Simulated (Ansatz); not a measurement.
# BN (F-43m) in Ansatz: settings compared

Aim: see how the results for BN move with the level of theory and the settings. Levels: PBE, r2SCAN0+D3(BJ), PBEsol, LDA. Tasks: elastic constants, Born charges and dielectric tensor, electric field gradients, band structure.

All numbers are computed with Ansatz 0.2.0; they aren't measurements. Logs are shortened: lines on timing, memory, paths and dates and some standing lists are left out, and cuts for length are marked.

**Measured values to compare with.**

A printed reference work, monograph reports, for a bulk crystal of BN at 300 K: band gap 6.4 eV (indirect).

How close the calculation comes is told below.

## Step 1: The crystal as given

Symmetry: F-43m, No. 216, cubic system. The conventional cell has a = 3.626 Å, b = 3.626 Å, c = 3.626 Å, α = 90.00°, β = 90.00°, γ = 90.00°. N (site symmetry -43m) is surrounded by 4 B at 1.57 Å. B (site symmetry -43m) has 4 N at 1.57 Å as nearest neighbours.

The cell is a database's computed one.

## Step 2: Elastic constants, PBE

Contents of input.yaml:

```yaml
crystal:
  lattice:
    - [0.0, 1.813001, 1.813001]
    - [1.813001, 0.0, 1.813001]
    - [1.813001, 1.813001, 0.0]
  atoms:
    - { symbol: "N", position: [0.25, 0.25, 0.25] }
    - { symbol: B, position: [0.0, 0.0, 0.0] }
hamiltonian:
  xc: pbe
  pseudopotentials: { kind: paw }
kpoints:
  mp_grid: { grid: [10, 10, 10] }
scf:
  occupations: { method: fixed }
output:
  forces: true
  stress: true
elastic:
  mode: clamped_ion
  stencil: two_point
```

Potentials or basis: Ansatz PAW.

On the command line:

```console
> ansatz run input.yaml --threads 2 --pin off --max-ram 5632MiB --backend cpu --events-out ev --progress --plain --runs-dir out
```

What it wrote:

```text
Warning: RAYON_NUM_THREADS=2 ignored (pool sized by the plan → 2); use --threads N
Engine: ansatz 0.2.0, x86_64-unknown-linux-gnu
Pseudopotentials: kind: paw
Pseudopotential: N, paw, valence charge 5, recommended cutoff 420 eV (normal), N.paw.azcp
Pseudopotential: B, paw, valence charge 3, recommended cutoff 420 eV (normal), B.paw.azcp
Functional definition: PBE
  parameter kappa = 0.804
  parameter beta = 0.06672455060314922
  exchange = pbe_x(kappa = kappa, mu = beta*pi^2/3)
  correlation = pbe_c(beta = beta)
Crystal: 2 atoms, lattice volume = 11.919 Å³
Basis set: ecut = 420 eV, 259 PW (Γ), exchange–correlation on 36×36×36 points (8 copies of the dense FFT grid, shifted against one another)
Bands: 8, of which v1, the nominal top of the filled ones, is band 4 counted from 1 (3 counted from 0)
Symmetry: 24 space group operations
Space group: F-43m (ITA 216), of the structure as read, at distance tolerance 2.3e-5 Å
k-points: 47 of 1000 (time reversal used)
Non-local potential: N, projectors of the file, l = 0: 2, l = 1: 2, l = 2: 1
Non-local potential: B, projectors of the file, l = 0: 2, l = 1: 2, l = 2: 1
PAW form: soft (Blöchl's): semilocal exchange-correlation on the pseudo side does not see the compensation charge
PAW one-centre angular grid: N, 110 points (default); XC on 64 Gauss nodes
PAW one-centre angular grid: B, 110 points (default); XC on 64 Gauss nodes
Initial density: superposition of atomic densities (neutral atoms: chi_scale 0, normalization atom), corrected by the library's trained network
Initial wavefunctions: pseudopotential atomic-orbital guess
Functional: x = pbe(κ = 0.804, μ = 0.2195149727645171), c = pbe(β = 0.06672455060314922)
SCF iter   1: F=—  HF=-542.275716 eV  |F-HF|=—  |Δ(HF+E_count)|=         —  Δρ=1.61e-3  dr2=1.70e-4  ethr=1.77e-3  ⟨swp⟩=3.8  Hψ=2148  notcnv=0  defer=74
preconditioner: auto → none  [insulator: Δε(μ)=4.466 eV  Ē_g=19.881 eV  n_scr=0 (ndim 8)  ℏωp=30.4 eV  f_vac=0.000  ε∞_Penn≈3.3]
SCF iter   2: F=—  HF=-542.275816 eV  |F-HF|=—  |Δ(HF+E_count)|=   1.00e-4  Δρ=8.36e-4  dr2=2.38e-5  ethr=2.13e-6  ⟨swp⟩=2.2  Hψ=1023  notcnv=0  defer=84
SCF iter   3: F=—  HF=-542.275857 eV  |F-HF|=—  |Δ(HF+E_count)|=   4.08e-5  Δρ=3.70e-4  dr2=5.68e-6  ethr=2.98e-7  ⟨swp⟩=2.2  Hψ=544  notcnv=0  defer=34
SCF iter   4: F=—  HF=-542.275871 eV  |F-HF|=—  |Δ(HF+E_count)|=   1.44e-5  Δρ=2.24e-5  dr2=1.93e-8  ethr=7.09e-8  ⟨swp⟩=2.3  Hψ=543  notcnv=0
SCF iter   5: F=—  HF=-542.275872 eV  |F-HF|=—  |Δ(HF+E_count)|=   1.02e-6  Δρ=5.71e-6  dr2=1.05e-9  ethr=2.41e-10  ⟨swp⟩=2.3  Hψ=517  notcnv=0
SCF iter   6: F=—  HF=-542.275872 eV  |F-HF|=—  |Δ(HF+E_count)|=   4.00e-9  Δρ=5.71e-7  dr2=2.14e-11  ethr=1.31e-11  ⟨swp⟩=2.0  Hψ=558  notcnv=0
SCF iter   7: F=—  HF=-542.275872 eV  |F-HF|=—  |Δ(HF+E_count)|=  3.30e-11  Δρ=2.23e-7  dr2=2.37e-12  ethr=2.68e-13 (applied; sched 1.00e-12)  ⟨swp⟩=2.3  Hψ=536  notcnv=0
SCF iter   8: F=-542.275872 eV  HF=-542.275872 eV  |F-HF|=2.27e-13  |Δ(HF+E_count)|=  4.55e-13  Δρ=7.67e-9  dr2=2.47e-15  ethr=1.00e-12  ⟨swp⟩=3.7  Hψ=1811  notcnv=0
SCF 1 converged in 8 iterations: F = -542.275872 eV  dr2 = 2.47e-15
Crystal: 2 atoms, lattice volume = 11.895 Å³
Symmetry: 8 space group operations
[... 37 lines left out ...]
SCF iter   2: F=—  HF=-542.275826 eV  |F-HF|=—  |Δ(HF+E_count)|=   3.37e-6  Δρ=9.84e-6  dr2=3.23e-10  ethr=1.72e-11  ⟨swp⟩=2.0  Hψ=2052  notcnv=0  defer=181
SCF iter   3: F=—  HF=-542.275826 eV  |F-HF|=—  |Δ(HF+E_count)|=   4.89e-8  Δρ=1.36e-6  dr2=3.65e-11  ethr=4.04e-12  ⟨swp⟩=2.3  Hψ=2102  notcnv=0  defer=181
SCF iter   4: F=—  HF=-542.275826 eV  |F-HF|=—  |Δ(HF+E_count)|=  7.49e-10  Δρ=1.26e-7  dr2=1.06e-12  ethr=4.57e-13 (applied; sched 1.00e-12)  ⟨swp⟩=2.7  Hψ=2080  notcnv=0  defer=181
SCF iter   5: F=-542.275826 eV  HF=-542.275826 eV  |F-HF|=0.00e0  |Δ(HF+E_count)|=  2.27e-13  Δρ=2.32e-8  dr2=1.27e-14  ethr=1.00e-12  ⟨swp⟩=4.0  Hψ=4104  notcnv=0
SCF 5 converged in 5 iterations: F = -542.275826 eV  dr2 = 1.27e-14
SCF converged after 8 iterations
Free energy (F): -542.275872 eV
Harris-Foulkes:  -542.275872 eV  (|F-HF|=2.27e-13)
Internal energy: -542.275872 eV  (E = F + TS)
E sigma→0 (E₀):  -542.275872 eV
Fermi energy:    11.033503 eV
--- Per-component energies (eV) ---
  E_band       = 25.639111
  E_kinetic    = 185.077803
  E_local      = -176.197528  (includes V_loc(G=0)·N_el)
  E_nonlocal   = 56.508326
  E_hartree    = 49.345270
  E_xc         = -93.313851
  E_vxc        = -116.056034  (∫ρ·V_xc dr)
  E_paw        = -206.398755  (= ΣΔE_a)
  E_vpaw       = -22.384100  (= ΣTr[D̂ρ^β])
  E_aug_tail   = 0.000103  (compensation charges beyond the density's cutoff)
  E_ewald      = -357.297240
  E_smearing   = -0.000000  (= −TS)
  E_closure    = 0.000000  (closes the sum)
  Σ components = -542.275872   (vs F -542.275872, Δ=0.00e0)
--- Forces (eV/Å), atoms counted from 1 ---
  atom   1  N     -0.00000000    -0.00000000    -0.00000000
  atom   2  B      0.00000000     0.00000000     0.00000000
  max |Σ_I F_I| component: 4.81e-16 eV/Å
--- Stress (GPa, compression-positive) ---
       -0.393936       0.000000      -0.000000
       -0.000000      -0.393936       0.000000
       -0.000000       0.000000      -0.393936
  P = ⅓ Tr σ = -0.3939 GPa (-3.939 kbar)
--- Band table (eV; the first three rows and the last of 47) ---
  k-point 0: bands = ["-9.0951", "11.0335", "11.0335", "11.0335", "19.8207", "19.8207", "19.8207", "21.2078"]
  k-point 1: bands = ["-8.8536", "9.7733", "10.7828", "10.7828", "20.0688", "20.2002", "20.2002", "22.0188"]
  k-point 2: bands = ["-8.1433", "7.0756", "10.2176", "10.2176", "20.4117", "20.9876", "20.9876", "23.6986"]
  k-point 46: bands = ["-3.2935", "3.1789", "4.5080", "4.7262", "19.7650", "23.9765", "25.0389", "26.9392"]
--- Elastic constants: 2 strain directions × 2 members + reference (group order 24) ---
  dense FFT box of the reference and of every strained cell: 18×18×18
  strains applied: 11, 23; error gains: componentwise 1.00 (the most a stress slope's error grows in a printed constant), spectral 1.73 (1 for all six strains in a standard setting)
  C = ∂σ_k/∂η_j (tension-positive GPa; Voigt order 11 22 33 23 13 12):
       776.949    167.062    167.062      0.000      0.000      0.000
       167.062    776.949    167.062      0.000      0.000      0.000
       167.062    167.062    776.949      0.000      0.000     -0.000
         0.000      0.000      0.000    441.258      0.000      0.000
         0.000      0.000     -0.000     -0.000    441.258      0.000
         0.000     -0.000     -0.000      0.000      0.000    441.258
  reference stress σ⁰ (GPa):      0.394      0.394      0.394     -0.000      0.000      0.000
  C* (energy form; C + prestress term) asymmetry max|C*_kj − C*_jk| = 5.684e-14 GPa — a small one proves nothing (zero by symmetry where the batch's group is 432, −43m or m−3m); a large one is finite-difference/SCF noise where every solve meets its electron count
  moduli (Voigt/Reuss/Hill, GPa): K = 370.36/370.36/370.36   G = 386.73/374.33/380.53   E = 850.35   ν = 0.117
  mechanically stable: yes (min eigenvalue of sym C = 441.26 GPa)
  strain η (Voigt 11):  stress-route row diagonal C_11 = 776.95 GPa, energy-path curvature d²(F+E_count+ΔE)/dδ²/Ω₀ = 777.22 GPa
         δ    σ_11 (GPa)             F (eV)   n_scf  n_hpsi   n_pw
    -2.000e-3      -1.1598        -542.2758290       7   16036    259
     2.000e-3       1.9480        -542.2756677       5   12493    259
  strain η (Voigt 23):  stress-route row diagonal C_44 = 441.26 GPa, energy-path curvature d²(F+E_count+ΔE)/dδ²/Ω₀ = 442.32 GPa
         δ    σ_23 (GPa)             F (eV)   n_scf  n_hpsi   n_pw
    -2.000e-3      -0.8825        -542.2758260       7   24376    259
     2.000e-3       0.8825        -542.2758260       5   20269    259
```

elastic_members.tsv:

```text
# convention: tension-positive GPa; Voigt order 11 22 33 23 13 12; engineering shear strains; stresses and constants hold the Pulay correction, whose part of sigma0, of c and of each member's stress the lines and columns named pulay_correction_..._gpa give (of c_energy it is that of c and, on the columns of strains 1 to 3, that of sigma0; of a layer's constants it is that of c in the plane, times a tenth of its plane spacing in ang); where a line pulay_correction_withheld stands none holds it
[... 13 lines left out ...]
3	2.0000000000e-3	3.9226352845e-1	3.9266942582e-1	3.9266942582e-1	8.8251533549e-1	8.8938669429e-15	-2.7793334197e-16	-5.4227582598e2	-5.4227582598e2	5	20269	259	nan	nan	0.0000000000e0	-1.0609476669e0	-1.0601993529e0	-1.0601993529e0	-5.1329173219e-4	6.4054949906e-17	-5.3741017294e-17	1.6325427474e-4	0.0000000000e0
```

Wall time 5.4 s (2 threads of Intel Xeon at 2.70GHz, shared host); peak memory 0.32 GiB.

What came out:

```yaml
Free_energy: -542.2759 eV
Pressure: -0.4 GPa
Band_gap_on_the_k_mesh: 4.46 eV, indirect (least direct gap 8.79 eV)
Clamped-ion_elastic_constants_C11_C12_C44: 777, 167, 441 GPa
Voigt_bulk_modulus: 370 GPa
```

Levels at points of the mesh, in eV from the valence-band top:
```
             k point  band 1  band 2  band 3  band 4  band 5  band 6  band 7  band 8
  (0.00, 0.00, 0.00)  -20.13    0.00    0.00    0.00    8.79    8.79    8.79   10.17
 (0.00, 0.00, -0.50)  -15.95  -10.61   -1.92   -1.92   10.02   10.67   10.67   15.16
(0.00, -0.50, -0.50)  -14.60   -8.86   -4.86   -4.86    4.46    9.19   17.78   17.78
```

Elastic tensor in Voigt notation (GPa, ions clamped, in the Cartesian axes of the cell as first typed):
```
777 167 167   0   0   0
167 777 167   0   0   0
167 167 777   0   0   0
  0   0   0 441   0   0
  0   0   0   0 441   0
  0   0   0   0   0 441
```

Caveat: the pressure holds a Pulay correction of +1.1 GPa for the finite cutoff.

## Step 3: Born charges and dielectric tensor, PBE

Changes to input.yaml since step 2:

```diff
@@ -12,3 +12,3 @@
 kpoints:
-  mp_grid: { grid: [10, 10, 10] }
+  mp_grid: { grid: [13, 13, 13] }
 scf:
@@ -16,6 +16,4 @@
 output:
-  forces: true
-  stress: true
-elastic:
-  mode: clamped_ion
-  stencil: two_point
+  eigenvalues: true
+dielectric:
+  method: response
```

Potentials or basis: Ansatz PAW.

On the command line:

```console
> ansatz run input.yaml --threads 2 --pin off --max-ram 5632MiB --backend cpu --events-out ev --progress --plain --runs-dir out
```

What it wrote:

```text
Warning: RAYON_NUM_THREADS=2 ignored (pool sized by the plan → 2); use --threads N
[... 9 set-up lines as earlier in the session ...]
Crystal: 2 atoms, lattice volume = 11.919 Å³
Basis set: ecut = 420 eV, 259 PW (Γ), exchange–correlation on 36×36×36 points (8 copies of the dense FFT grid, shifted against one another)
Bands: 8, of which v1, the nominal top of the filled ones, is band 4 counted from 1 (3 counted from 0)
[... 1 set-up line as earlier in the session ...]
k-points: 343 of 2197 (irreducible under 4 space group operations, time reversal used)
[... 8 set-up lines as earlier in the session ...]
SCF iter   1: F=—  HF=-542.275770 eV  |F-HF|=—  |Δ(HF+E_count)|=         —  Δρ=1.61e-3  dr2=1.70e-4  ethr=1.77e-3  ⟨swp⟩=3.9  Hψ=15562  notcnv=0  defer=582
preconditioner: auto → none  [insulator: Δε(μ)=4.540 eV  Ē_g=19.882 eV  n_scr=0 (ndim 8)  ℏωp=30.4 eV  f_vac=0.000  ε∞_Penn≈3.3]
SCF iter   2: F=—  HF=-542.275872 eV  |F-HF|=—  |Δ(HF+E_count)|=   1.02e-4  Δρ=8.35e-4  dr2=2.37e-5  ethr=2.12e-6  ⟨swp⟩=2.2  Hψ=7486  notcnv=0  defer=665
[... 16 lines left out ...]
  E_kinetic    = 185.077128
  E_local      = -176.197301  (includes V_loc(G=0)·N_el)
  E_nonlocal   = 56.508849
  E_hartree    = 49.345129
  E_xc         = -93.313704
  E_vxc        = -116.055840  (∫ρ·V_xc dr)
  E_paw        = -206.398888  (= ΣΔE_a)
  E_vpaw       = -22.384240  (= ΣTr[D̂ρ^β])
  E_aug_tail   = 0.000103  (compensation charges beyond the density's cutoff)
  E_ewald      = -357.297240
  E_smearing   = -0.000000  (= −TS)
  E_closure    = -0.000000  (closes the sum)
  Σ components = -542.275925   (vs F -542.275925, Δ=0.00e0)
--- Band table (eV; the first three rows and the last of 343) ---
  k-point 0: bands = ["-9.0951", "11.0335", "11.0335", "11.0335", "19.8207", "19.8207", "19.8207", "21.2078"]
  k-point 1: bands = ["-8.9520", "10.2526", "10.8805", "10.8805", "19.9896", "20.0536", "20.0536", "21.7026"]
  k-point 2: bands = ["-8.5272", "8.4020", "10.4958", "10.4958", "20.2540", "20.6163", "20.6163", "22.9073"]
  k-point 342: bands = ["-4.9374", "3.1606", "5.0671", "8.2553", "20.6840", "22.5549", "25.0241", "25.8790"]
--- Dielectric response (ions clamped): 1 representative field direction + reference, on 343 of 2197 k-points (Σ response iterations 6) ---
  k mesh reduced under 4 symmetry operations, with k and −k counted as one. Each operation leaves every solved perturbation unchanged. A smaller set is not considered because the run solves the response to a homogeneous field
  ε∞ (high-frequency dielectric tensor):
        4.615715     0.000000     0.000000
       -0.000000     4.615715     0.000000
        0.000000     0.000000     4.615715
  Born effective charges Z* (e; rows j = field, columns β = displacement):
    site 0:
        -1.91478    0.00000   -0.00000
        -0.00000   -1.91478    0.00000
         0.00000   -0.00000   -1.91478
    site 1:
         1.91478   -0.00000    0.00000
         0.00000    1.91478   -0.00000
        -0.00000    0.00000    1.91478
  Z* charge neutrality: 4.546e-6 e pre-enforcement
  k-mesh period / interband length: 33.3 Å / 1.31 Å = 25.49 at k = (0.0000, 0.0000, 0.0000), direct gap 8.787 eV — 14 or more, which is no proof of convergence
```

Run time: 8.2 s. Hardware: 2 threads of Intel Xeon at 2.70GHz, shared host; peak memory 0.37 GiB.

Results:

* Free energy: -542.2759 eV
* Band gap on the k mesh: 4.54 eV, indirect (least direct gap 8.79 eV)
* Electronic dielectric tensor (diagonal): 4.62
* Born charges (mean of the diagonal): N -1.91; B +1.91 e

Electronic dielectric tensor:
```
4.62 0.00 0.00
0.00 4.62 0.00
0.00 0.00 4.62
```

Born effective charge tensors (e):
atom 1, N
```
-1.91  0.00  0.00
 0.00 -1.91  0.00
 0.00  0.00 -1.91
```
atom 2, B
```
1.91 0.00 0.00
0.00 1.91 0.00
0.00 0.00 1.91
```

Caveat: odd divisions of the mesh miss points on the zone boundary, where band edges often lie, so the gap on the mesh can be too wide.

## Step 4: Electric field gradients, r2SCAN0+D3(BJ)

Contents of input.yaml:

```yaml
crystal:
  lattice:
    - [0.0, 1.813001, 1.813001]
    - [1.813001, 0.0, 1.813001]
    - [1.813001, 1.813001, 0.0]
  atoms:
    - { symbol: "N", position: [0.25, 0.25, 0.25] }
    - { symbol: B, position: [0.0, 0.0, 0.0] }
hamiltonian:
  xc: r2scan0
  pseudopotentials: { kind: paw }
  dispersion: d3bj
kpoints:
  mp_grid: { grid: [7, 7, 7] }
scf:
  occupations: { method: fermi_dirac, width: 0.02 }
output:
  forces: true
  stress: true
  eigenvalues: true
  efg: {}
```

Potentials or basis: Ansatz PAW.

On the command line:

```console
> ansatz run input.yaml --threads 2 --pin off --max-ram 5632MiB --backend cpu --events-out ev --progress --plain --runs-dir out
```

What it wrote:

```text
Warning: the engine holds no damping parameters fitted to this dispersion correction and functional, so the run takes those fitted to r2scan0 beside the three-body term, which d3bj leaves out (hamiltonian.dispersion, under Limitations)
Warning: output.stress: scf.convergence.dr2_threshold = 1e-7 eV (the SCF's general default) is looser than the 2e-10 eV advised for a printed stress (1e-10 eV for each atom of the cell: 2). What an SCF threshold leaves in a stress goes as its square root, and in the free energy as the threshold itself, and one threshold admits the most on a small cell: of the crystals measured, under no hybrid functional and no lock of the moments, on runs that ended without the residual-converged pass, on stresses that held no estimate of that error, the worst erred by over 100 MPa in a component at 1e-7 eV an atom and by under 5 at 1e-10. Set scf.convergence.dr2_threshold to 2e-10 eV or tighter. The threshold is an SCF's pass mark: one that does not reach it within its budget of iterations ends unconverged, or closes short of it on a stop that the run arms, and scf.convergence.dr2_threshold's page says what that costs each kind of run
Warning: output.stress: scf.exx.energy_threshold = 1e-6 eV is looser than the 2e-8 eV advised for a stress under a hybrid functional (1e-8 eV for each atom of the cell: 2). Every SCF of the exchange loop can meet its threshold on dr2 while the loop round them stops early: no threshold on dr2 bounds what that leaves in the stress. Set scf.exx.energy_threshold to 2e-8 eV or tighter. The threshold is the loop's pass mark: a loop that does not reach it within its budget of cycles ends unconverged, and scf.exx.energy_threshold's page has the law
Warning: RAYON_NUM_THREADS=2 ignored (pool sized by the plan → 2); use --threads N
[... 2 set-up lines as earlier in the session ...]
[... 89 lines left out ...]
--- PAW observables at the nuclei: V_zz in 10²¹ V/m², potentials from the cell's mean, atoms counted from 1 ---
  atom   1  N  V_zz =    +0.000000   η = 0.0000   by run symmetry: forbidden
            electrostatic potential = -517.481482 V   contact ρ = none
  atom   2  B  V_zz =    +0.000000   η = 0.0000   by run symmetry: forbidden
            electrostatic potential = -326.738714 V   contact ρ = none
--- Band table (eV; the first three rows and the last of 20) ---
  k-point 0: bands = ["-12.9966", "9.7028", "9.7028", "9.7028", "21.4370", "21.4370", "21.4370", "22.8330"]
  k-point 1: bands = ["-12.4580", "7.0993", "9.1831", "9.1831", "21.8026", "22.2230", "22.2230", "24.5716"]
  k-point 2: bands = ["-10.9225", "2.4296", "8.2453", "8.2453", "22.2411", "23.2791", "23.2791", "27.1249"]
  k-point 19: bands = ["-6.8546", "0.8335", "1.5078", "4.1360", "21.3050", "26.0442", "27.7152", "29.0468"]
```

It took 13 s on 2 threads of Intel Xeon at 2.70GHz, shared host; peak memory 0.69 GiB.

Results:

```yaml
Free_energy: -544.0300 eV
Pressure: -14.8 GPa
Band_gap_on_the_k_mesh: 7.14 eV, indirect (least direct gap 11.73 eV)
```

Levels at points of the mesh, in eV from the valence-band top:
| k point | band 2 | band 3 | band 4 | band 5 | band 6 | band 7 |
| --- | --- | --- | --- | --- | --- | --- |
| (0.00, 0.00, 0.00) | 0.00 | 0.00 | 0.00 | 11.73 | 11.73 | 11.73 |

Caveat: the k mesh is coarse (spacing up to 0.43 Å⁻¹), so the values aren't converged, least of all with exact exchange; odd divisions of the mesh miss points on the zone boundary, where band edges often lie, so the gap on the mesh can be too wide; the PAW data sets come from PBE, with cores solved anew for the run's functional, which leaves a small shift of forces and pressure; the dispersion damping was fitted for another functional or another form of the correction; the thresholds are loose for stress.

(Part 1 of 2 ends here.)
